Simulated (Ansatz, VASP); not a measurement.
# CdS (Greenockite): VASP beside Ansatz

```
Cd S
1.0
     3.95638    0.00000    0.00000
    -1.97819    3.42632    0.00000
     0.00000    0.00000    6.46416
Cd S
2 2
Direct
  0.33333 0.66667 0.99996
  0.66667 0.33333 0.49996
  0.33333 0.66667 0.37504
  0.66667 0.33333 0.87504
```

Alike in both runs: functional LDA; k mesh 6 × 6 × 4; no spin polarisation.

Ansatz relaxed the structure, and its values are those at the end. VASP's run is a single point on that final structure, the one shown.

|  | VASP | Ansatz |
| --- | --- | --- |
| version | VASP 6.6.1 | Ansatz 0.2.0 |
| potentials or method | VASP PAW LDA potentials, release 64 (Cd, S) | PAW with Ansatz's default frozen-core files, scalar-relativistic |
| plane-wave cutoff (eV) | 520 | 420 |
| occupations | gaussian, width 0.01 eV | fixed |
| valence electrons in the cell | 36 | 52 |

|  | VASP | Ansatz | Ansatz less VASP |
| --- | --- | --- | --- |
| pressure (GPa) | 7.8 | 7.0 | -0.80 |

The two sets of potentials don't hold the same shells in valence.
